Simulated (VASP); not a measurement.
Set up this calculation in VASP 6.6.1, as the native input.

```yaml
Task: electron localisation function
Functional: LDA
Potentials_or_basis: VASP PAW LDA potentials, release 64 (Co)
Cutoff: 520 eV
k_mesh: 12 × 12 × 7
Occupations: tetrahedron
Spin: collinear spin, ferromagnetic start
Starting_moments: "[2.0, 2.0] μB"
Hubbard_terms: Co d U = 2 eV, J = 0.5 eV
LDAUTYPE: 1
Hund's_J: 0.5
Further_INCAR_settings: ALGO = Fast; EDIFF = 1e-07
```

The structure of Co lies in POSCAR:

```
Co
1.0
    2.4719999032      0.0000000000      0.0000000000
   -1.2359999516      2.1408147143      0.0000000000
    0.0000000000      0.0000000000      4.0211440800
Co
2
Direct
    0.6666666667      0.3333333333      0.7500000000
    0.3333333333      0.6666666667      0.2500000000
```

These files were run (other wordings do the same):

INCAR

```
SYSTEM = Co
ALGO     = Fast           ! electronic algorithm
EDIFF    = 1E-7           ! SCF threshold, eV
ENCUT    = 520            ! plane-wave cutoff, eV
GGA      = CA             ! functional
ISIF     = 2              ! what is computed and relaxed
ISMEAR   = -5             ! smearing method
ISPIN    = 2              ! spin polarisation
LASPH    = .TRUE.         ! aspherical terms in the spheres
LCHARG   = .TRUE.         ! write CHGCAR
LDAU     = .TRUE.         ! DFT+U
LDAUJ    = 0.5          
LDAUL    = 2              ! shell
LDAUPRINT= 1            
LDAUTYPE = 1            
LDAUU    = 2              ! U, eV
LELF     = .TRUE.         ! ELF
LMAXMIX  = 4              ! l up to which the mixer works
LORBIT   = 11             ! projections on sites
LREAL    = .FALSE.        ! projectors in reciprocal space
LWAVE    = .FALSE.        ! write WAVECAR
MAGMOM   = 2 2            ! initial moments
NELM     = 150            ! most SCF steps
PREC     = Accurate       ! precision mode
SIGMA    = 0.02           ! smearing width, eV
```

KPOINTS

```
k-points
0
G
  12 12 7
  0 0 0
```

Potentials or basis: VASP PAW LDA potentials, release 64 (Co).

Command:

```sh
$ cat potpaw_LDA.64/Co/POTCAR > POTCAR
$ mpirun -np 1 vasp_std > vasp.out
```

Results of the run:

```
Pressure                                              : -16.2 GPa
Band gap on the k mesh                                : none (metal or under the smearing width)
Net moment                                            : 3.27 μB per cell
Site moments                                          : Co +1.65 μB
Valence electrons inside the program's atomic spheres : Co 8.34
```

Caveat: the U is typed as a test and isn't derived for this compound; tetrahedron occupations give inexact forces and stress in metals.

Run time: 23 s on 1 thread of Intel(R) Xeon(R) 6975P-C (Granite Rapids) (shared host), peak memory 0.15 GiB.
